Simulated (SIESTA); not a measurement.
The system is PbSe (Clausthalite).

```
Pb Se
1.0
     0.00000    3.06065    3.06065
     3.06065    0.00000    3.06065
     3.06065    3.06065    0.00000
Pb Se
1 1
Cartesian
  0.0000 0.0000 0.0000
  3.0606 3.0606 3.0606
```

Base run:

| Item | Value |
| --- | --- |
| Program | SIESTA 5.4.2 |
| Functional | BLYP |
| Potentials or basis | PseudoDojo 0.4 standard (PBE files) |
| Basis | DZP (energy shift 0.002 Ry) |
| Grid cutoff | 500 Ry |
| Energy shift | 0.002 Ry |
| k mesh | 8 × 8 × 8 |
| Occupations | fermi-dirac, width 0.05 eV |
| Spin | no spin polarisation |

Its results: band gap on the k mesh 0.52 eV, direct; pressure 7.4 GPa.

**Question.** After a change of settings the same cell gave: band gap on the k mesh 0.39 eV, direct; pressure 4.1 GPa. Which change was it?
A. functional from BLYP to PBE; potentials or basis from PseudoDojo 0.4 standard (PBE files) to SG15 1.2 (PBE files) or PseudoDojo by element; valence electrons from 30 to 20
B. functional from BLYP to PBE; k mesh from 8 × 8 × 8 to 6 × 6 × 6
C. functional from BLYP to RPBE
D. functional from BLYP to PW86PBE

**Answer.** B.

Caveats: semicore shells carry a single zeta, which can move pressures by several GPa and volumes by a few percent; spin-orbit coupling is left out, which as a rule narrows the gap of such compounds by several tenths of an eV; the basis of atomic orbitals isn't converged, which shifts pressures, moduli and gaps; the potentials were made for another functional, which shifts forces and pressure (some runs); the basis holds too few empty states to meet the f-sum rule, so the spectrum is short of weight at high energy (some runs).

Not every run made on this cell is shown here.
